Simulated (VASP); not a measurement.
# SnO (P4/nmm) in VASP: settings compared

The runs below take SnO through electron localisation function, single point, with MS2, SCAN+MBD.

Program: VASP 6.6.1. These are calculated values, not measurements. Logs are shortened: lines on timing, memory, paths and dates and some standing lists are left out, and cuts for length are marked.

## Step 1: Starting point

Symmetry: P4/nmm, No. 129, tetragonal system. Conventional cell: a = 3.814 Å, b = 3.814 Å, c = 4.887 Å, α = 90.00°, β = 90.00°, γ = 90.00°. Sn (site symmetry 4mm) has 4 O at 2.23 Å as nearest neighbours. O (site symmetry -4m2) is surrounded by 4 Sn at 2.23 Å.

The cell is a database's computed one.

## Step 2: Electron localisation function, MS2 (atoms moved at random, drawn with an rms of 0.02 Å)

The input, INCAR:

```
PREC     = Accurate       # precision mode
ENCUT    = 400            # plane-wave cutoff, eV
EDIFF    = 1E-7           # SCF threshold, eV
ISMEAR   = -1             # smearing method
SIGMA    = 0.02           # smearing width, eV
LREAL    = False          # projectors in reciprocal space
LASPH    = True           # aspherical terms in the spheres
NELM     = 100            # most SCF steps
ALGO     = Normal         # electronic algorithm
ISIF     = 2              # what is computed and relaxed
LWAVE    = False          # write WAVECAR
LCHARG   = True           # write CHGCAR
METAGGA  = MS2            # meta-GGA
LMIXTAU  = True         
LELF     = True           # ELF
```

The input, KPOINTS:

```
Automatic mesh
0
Gamma
  1 1 1
```

The input, POSCAR:

```
SnO
1.0
    3.8136952200      0.0000000000      0.0000000000
    0.0000000000      3.8136952200      0.0000000000
    0.0000000000      0.0000000000      4.8869133000
Sn O
2 2
Direct
    0.5036350000      0.0021080000      0.7638370000
   -0.0000600000      0.5002560000      0.2371670000
   -0.0020170000      0.0006970000      0.0069670000
    0.5017040000      0.5023450000     -0.0016740000
```

Potentials or basis: VASP PAW PBE potentials, release 64 (Sn_d, O_s).

Command:

```bash
> cat potpaw_PBE.64/Sn_d/POTCAR potpaw_PBE.64/O_s/POTCAR > POTCAR
> mpirun -np 1 vasp_std > vasp.out
```

OUTCAR:

```text
PREC = Accurate
   ENCUT = 400
   EDIFF = 1E-7
   ISMEAR = -1
   LREAL = False
   LASPH = True
   NELM = 100
   ISIF = 2
   METAGGA = MS2

 ion  position               nearest neighbor table
   1  0.504  0.002  0.764-   4 2.22   4 2.23   3 2.23   3 2.27   2 3.54   2 3.55   2 3.56   2 3.56
                             2 3.72   2 3.72   2 3.73   2 3.74
   2  1.000  0.500  0.237-   3 2.21   3 2.22   4 2.23   4 2.24   1 3.54   1 3.55   1 3.56   1 3.56
                             1 3.72   1 3.72   1 3.73   1 3.74
   3  0.998  0.001  0.007-   2 2.21   2 2.22   1 2.23   1 2.27
   4  0.502  0.502  0.998-   1 2.22   1 2.23   2 2.23   2 2.24

  LATTYP: Found a simple tetragonal cell.
 ALAT       =     3.8136952200
 C/A-ratio  =     1.2814116016

  Lattice vectors:

 A1 = (   3.8136952200,   0.0000000000,   0.0000000000)
 A2 = (   0.0000000000,   3.8136952200,   0.0000000000)
 A3 = (   0.0000000000,   0.0000000000,   4.8869133000)

Analysis of symmetry for initial positions (statically):
=====================================================================
 Subroutine PRICEL returns:
 Original cell was already a primitive cell.

 Routine SETGRP: Setting up the symmetry group for a
 simple tetragonal supercell.

 Subroutine GETGRP returns: Found  1 space group operations
 (whereof  1 operations were pure point group operations)
 out of a pool of 16 trial point group operations.

The static configuration has the point symmetry C_1 .

Analysis of symmetry for dynamics (positions and initial velocities):
=====================================================================
 Subroutine PRICEL returns:
 Original cell was already a primitive cell.

 Routine SETGRP: Setting up the symmetry group for a
 simple tetragonal supercell.

 Subroutine GETGRP returns: Found  1 space group operations
 (whereof  1 operations were pure point group operations)
 out of a pool of 16 trial point group operations.

The dynamic configuration has the point symmetry C_1 .

 Subroutine INISYM returns: Found  1 space group operations
 (whereof  1 operations are pure point group operations),
 and found     1 'primitive' translations

----------------------------------------------------------------------------------------

                                     Primitive cell

  volume of cell :      71.0766

  direct lattice vectors                    reciprocal lattice vectors
[... 65 lines left out ...]
   ENCUT  =  400.0 eV  29.40 Ry    5.42 a.u.   6.22  6.22  7.97*2*pi/ulx,y,z
   NELM   =    100;   NELMIN=  2; NELMDL= -5     # of ELM steps
   EDIFF  = 0.1E-06   stopping-criterion for ELM
   LREAL  =      F    real-space projection
   EDIFFG = 0.1E-05   stopping-criterion for IOM
   NSW    =      0    number of steps for IOM
   IBRION =     -1    ionic relax: 0-MD 1-quasi-New 2-CG
   NFREE  =      0    steps in history (QN), initial steepest desc. (CG)
   ISIF   =      2    stress and relaxation
   ISYM   =      2    0-nonsym 1-usesym 2-fastsym
   POTIM  = 0.5000    time-step for ionic-motion
   TEBEG  =    0.0;   TEEND  =   0.0 temperature during run
   PSTRESS=    0.0 pullay stress
   NELECT =      40.0000    total number of electrons
   NUPDOWN=      -1.0000    fix difference up-down
   EMIN   =  10.00;   EMAX   =-10.00  energy-range for DOS
   EFERMI =   0.00;   METHOD = LEGACY
   ISMEAR =    -1;   SIGMA  =   0.02  broadening in eV -4-tet -1-fermi 0-gaus
   EFERMI_NEDOS =   21; number of points for ismear=-14 and -15
   IALGO  =     38    algorithm
   IMIX   =      4    mixing-type and parameters
     AMIX     =   0.40;   BMIX     =  1.00
     AMIX_MAG =   1.60;   BMIX_MAG =  1.00
  volume/ion in A,a.u.               =      17.77       119.91
  Fermi-wavevector in a.u.,A,eV,Ry     =   1.351614  2.554180 24.855939  1.826860
  Thomas-Fermi vector in A             =   2.479021
   LORBIT       =      0    0 simple, 1 ext, 2 COOP (PROOUT), +10 PAW based schemes
   METAGGA = MS2    functional components
   LHFCALC =     F    Hartree Fock is set to
   AEXX    =    0.0000 exact exchange contribution
   IVDW    =     0    specifies the selected vdW correction
   LEPSILON=     F    determine dielectric tensor
   LRPA    =     F    only Hartree local field effects (RPA)
 non-spin polarized calculation
  energy-cutoff  :      400.00
  volume of cell :       71.08
 maximum number of plane-waves:      1255
 NGX is ok and might be reduce to    28
   NGX = 13   NGY = 13   NGZ = 15

 number of electron      40.0000004 magnetization

 Free energy of the ion-electron system (eV)
  ---------------------------------------------------
  ext. energy  EPLUGINS =         0.00000000
  ---------------------------------------------------
  free energy    TOTEN  =       -16.24820957 eV

  energy without entropy =      -16.24820957  energy(sigma->0) =      -16.24820957

 E-fermi :   8.1560     XC(G=0): -10.7902

 val. band max:        7.6007754391   @ k =   0.0000   0.0000   0.0000
 cond. band min:       9.7806202828   @ k =   0.0000   0.0000   0.0000
 fundamental gap:      2.1798448437
 Fermi energy:         8.1560481088

 k-point     1 :       0.0000    0.0000    0.0000
  band No.  band energies     occupation
      1     -15.2218      2.00000
      2     -14.8589      2.00000
      3     -14.8504      2.00000
      4     -14.8149      2.00000
      5     -14.7973      2.00000
      6     -14.7552      2.00000
[... 16 lines left out ...]
     23      11.7382      0.00000
     24      11.7509      0.00000

------------------------ aborting loop because EDIFF is reached ----------------------------------------

  FORCE on cell =-STRESS in cart. coord.  units (eV):
  Direction    XX          YY          ZZ          XY          YZ          ZX
  --------------------------------------------------------------------------------------
  -------------------------------------------------------------------------------------
  Total        9.3950416     10.8463833     -6.9067194      0.0051918      0.0052277      0.0737701
  in kB      211.7789011    244.4944084   -155.6882348      0.1170312      0.1178405      1.6628937
  external PRESSURE =     100.1950249 kB  Pullay stress =       0.0000000 kB

 VOLUME and BASIS-vectors are now :
 -----------------------------------------------------------------------------
  energy-cutoff  :      400.00
  volume of cell :       71.08
      direct lattice vectors                 reciprocal lattice vectors
     3.813695220  0.000000000  0.000000000     0.262212878  0.000000000  0.000000000
     0.000000000  3.813695220  0.000000000     0.000000000  0.262212878  0.000000000
     0.000000000  0.000000000  4.886913300     0.000000000  0.000000000  0.204628144

 POSITION                                       TOTAL-FORCE (eV/Angst)
 -----------------------------------------------------------------------------------
      1.92071      0.00804      3.73281        -0.005490     -0.025225      3.334955
      3.81347      1.90782      1.15901        -0.025465      0.036776     -3.276869
      3.80600      0.00266      0.03405        -0.003429      0.026287      0.191322
      1.91335      1.91579      4.87873         0.034384     -0.037839     -0.249408
 -----------------------------------------------------------------------------------
    total drift:                               -0.006071      0.005933     -0.023038

  FREE ENERGIE OF THE ION-ELECTRON SYSTEM (eV)
  ---------------------------------------------------
  free  energy   TOTEN  =       -16.2482095730 eV

  energy  without entropy=      -16.2482095730  energy(sigma->0) =      -16.24820957
```

stdout:

```text
POSCAR found type information on POSCAR SnO
 POSCAR found :  2 types and       4 ions
 scaLAPACK will be used
 -----------------------------------------------------------------------------
|                                                                             |
|                                                                             |
|     You enforced a specific xc type in the INCAR file but a different       |
|     I HOPE YOU KNOW WHAT YOU ARE DOING!                                     |
|                                                                             |
 -----------------------------------------------------------------------------

 LDA part: xc-table for (None), standard interpolation
 POSCAR, INCAR and KPOINTS ok, starting setup
 FFT: planning ... GRIDC
 FFT: planning ... GRID_SOFT
 FFT: planning ... GRID
 WAVECAR not read
 entering main loop
```

Run time: 19 s. Hardware: 1 thread of Intel Xeon Platinum 8488C (Sapphire Rapids), shared host; peak memory 0.16 GiB.

The run converged, but some of its settings lie outside the range that counts as converged (typed here: k = 1 × 1 × 1), so its numbers aren't taken as properties of the crystal.

What came out:

```yaml
Free_energy: -16.2482 eV
Pressure: 10.0 GPa
Largest_force: 3.335 eV/Å
Band_gap_on_the_k_mesh: 2.18 eV, direct
```

Caveat: the k mesh is coarse (spacing up to 1.65 Å⁻¹), so the values aren't converged; the PAW data sets were made with another functional, which shifts forces and pressure a little; spin-orbit coupling is left out, which moves the levels of the heavy elements; an odd mesh through Γ misses points on the zone boundary, where band edges often lie.

## Step 3: Single point, SCAN+MBD

The input, run.py:

```python
from ase.calculators.vasp import Vasp
from ase.dft.bandgap import bandgap
from ase.io import read

atoms = read('SnO.cif', primitive_cell=True, subtrans_included=False)
calc = Vasp(
    directory='calc',
    xc='scan',
    pp='PBE',
    setups='minimal',
    prec='Accurate',
    encut=500,
    ediff=1e-06,
    ismear=0,
    sigma=0.05,
    lreal=False,
    lasph=True,
    nelm=80,
    algo='Normal',
    isif=2,
    lwave=False,
    lcharg=True,
    lmixtau=True,
    ivdw=202,
    lelf=True,
    lvhar=True,
    nelmdl=-8,
    kpts=[7, 7, 6],
    gamma=True,
    nbands=18,
)
atoms.calc = calc

print('energy (eV):', atoms.get_potential_energy())
print('free energy (eV):', atoms.get_potential_energy(force_consistent=True))
print('forces (eV/A):')
print(atoms.get_forces())
print('stress (eV/A^3, Voigt):', atoms.get_stress())
print('Fermi level (eV):', calc.get_fermi_level())
gap, top, bottom = bandgap(calc)
print('band gap (eV):', gap, 'from (spin, k, band)', top, 'to', bottom)
```

The input, SnO.cif:

```cif
data_SnO
_cell_length_a 3.81369522
_cell_length_b 3.81369522
_cell_length_c 4.88691330
_cell_angle_alpha 90.00000000
_cell_angle_beta 90.00000000
_cell_angle_gamma 90.00000000
_space_group_name_H-M_alt 'P4/nmm'
_space_group_name_Hall 'P 4ab 2ab -1ab'
_space_group_IT_number 129
loop_
_space_group_symop_operation_xyz
'x,y,z'
'-y+1/2,x+1/2,z'
'-x,-y,z'
'y+1/2,-x+1/2,z'
'x+1/2,-y+1/2,-z'
'-y,-x,-z'
'-x+1/2,y+1/2,-z'
'y,x,-z'
'-x+1/2,-y+1/2,-z'
'y,-x,-z'
'x+1/2,y+1/2,-z'
'-y,x,-z'
'-x,y,z'
'y+1/2,x+1/2,z'
'x,-y,z'
'-y+1/2,-x+1/2,z'
loop_
_atom_site_label
_atom_site_type_symbol
_atom_site_symmetry_multiplicity
_atom_site_Wyckoff_symbol
_atom_site_fract_x
_atom_site_fract_y
_atom_site_fract_z
_atom_site_occupancy
Sn1 Sn 2 c 0.5000000000 0.0000000000 0.7646261400 1
O1 O 2 a 0.0000000000 0.0000000000 0.0000000000 1
```

Potentials or basis: VASP PAW PBE potentials, release 64 (Sn, O).

Command:

```bash
> python run.py
```

Wall time 2.8 min (1 thread of Intel Xeon Platinum 8488C (Sapphire Rapids), shared host); peak memory 0.19 GiB.

The run converged. Its results:

| Quantity | Value |
| --- | --- |
| Free energy | -90.0922 eV |
| Pressure | -2.0 GPa |
| Largest force | 0.111 eV/Å |
| Band gap on the k mesh | 0.50 eV, indirect (least direct gap 2.34 eV) |
| Hirshfeld charges | Sn +0.35; O -0.35 e |
| Dispersion energy per atom | -0.086 eV |

Forces on the atoms (eV/Å):
```
Sn   0.000  0.000  0.111
Sn   0.000  0.000 -0.111
O    0.000  0.000  0.000
O    0.000  0.000  0.000
```

Stress tensor (GPa, compression positive):
```
-2.22  0.00  0.00
 0.00 -2.22  0.00
 0.00  0.00 -1.59
```

Levels at points of the mesh, in eV from the valence-band top:
| k point | band 8 | band 9 | band 10 | band 11 | band 12 | band 13 |
| --- | --- | --- | --- | --- | --- | --- |
| (0.00, 0.00, 0.00) | -3.47 | -3.47 | 0.00 | 2.34 | 4.50 | 4.92 |
| (0.00, 0.00, 0.50) | -3.49 | -3.26 | -2.41 | 1.95 | 3.18 | 3.18 |

Caveat: the PAW data sets were made with another functional, which shifts forces and pressure a little; spin-orbit coupling is left out, which moves the levels of the heavy elements; an odd mesh through Γ misses points on the zone boundary, where band edges often lie. SCAN opens gaps a little over a GGA but as a rule still falls short of measured ones.
